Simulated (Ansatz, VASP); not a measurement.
**BP in VASP and in Ansatz**

```
CELL_PARAMETERS angstrom
0.00000 2.26009 2.26009
2.26009 0.00000 2.26009
2.26009 2.26009 0.00000
ATOMIC_POSITIONS crystal
B 0.00000 0.00000 0.00000
P 0.75000 0.75000 0.75000
```

Alike in both runs: functional PBEsol; k mesh 10 × 10 × 10; no spin polarisation.

Ansatz relaxed the structure, and its values are those at the end. VASP's run is a single point on that final structure, the one shown.

```csv
,VASP,Ansatz
version,VASP 6.6.1,Ansatz 0.2.0
potentials or method,"VASP PAW PBE potentials, release 64 (B, P)","scalar-relativistic, plane waves, PAW"
plane-wave cutoff (eV),520,420
occupations,"gaussian, width 0.01 eV",fixed
valence electrons in the cell,8,8
```

Ansatz gave:

- gap on the k mesh at the Fermi level (eV): 1.12
- least direct gap on the mesh (eV): 3.38
- pressure (GPa): 0.0

Estimate VASP's values.

gap on the k mesh at the Fermi level (eV): 1.12; least direct gap on the mesh (eV): 3.37; pressure (GPa): 0.1.

Caveats: the PAW data sets were made with another functional, which shifts forces and pressure a little (VASP). A k mesh can miss the band edges.
